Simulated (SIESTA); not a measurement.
Crystal: ZnS.

```
CELL_PARAMETERS angstrom
0.00000 2.70200 2.70200
2.70200 0.00000 2.70200
2.70200 2.70200 0.00000
ATOMIC_POSITIONS crystal
Zn 0.75000 0.75000 0.75000
S 0.00000 0.00000 0.00000
```

Program: SIESTA 5.4.2. Alike in all runs: task band structure; no spin polarisation; cell as given; k mesh 9 × 9 × 9; smearing fermi-dirac 0.05 eV; grid cutoff 800 Ry; energy shift 0.002 Ry.

**Question.** Order these runs on this cell by their pressure, lowest first.
A. level PBE; potentials or basis PseudoDojo 0.4 standard (PBE files), TZP (energy shift 0.002 Ry)
B. level vdW-DF-C09; potentials or basis PseudoDojo 0.4 standard (PBE files), DZP (energy shift 0.002 Ry)
C. level OLYP; potentials or basis PseudoDojo 0.4 standard (PBE files), DZP (energy shift 0.002 Ry)
D. level vdW-DF2; potentials or basis PseudoDojo 0.4 standard (PBE files), DZP (energy shift 0.002 Ry)

**Answer.** B (0.8 GPa), A (3.3 GPa), C (5.7 GPa), D (8.8 GPa).

Caveats: semicore shells carry a single zeta, which can move pressures by several GPa and volumes by a few percent; the basis of atomic orbitals isn't converged, which shifts pressures, moduli and gaps; the potentials were made for another functional, which shifts forces and pressure (some runs).

Not every run made on this cell is shown here.
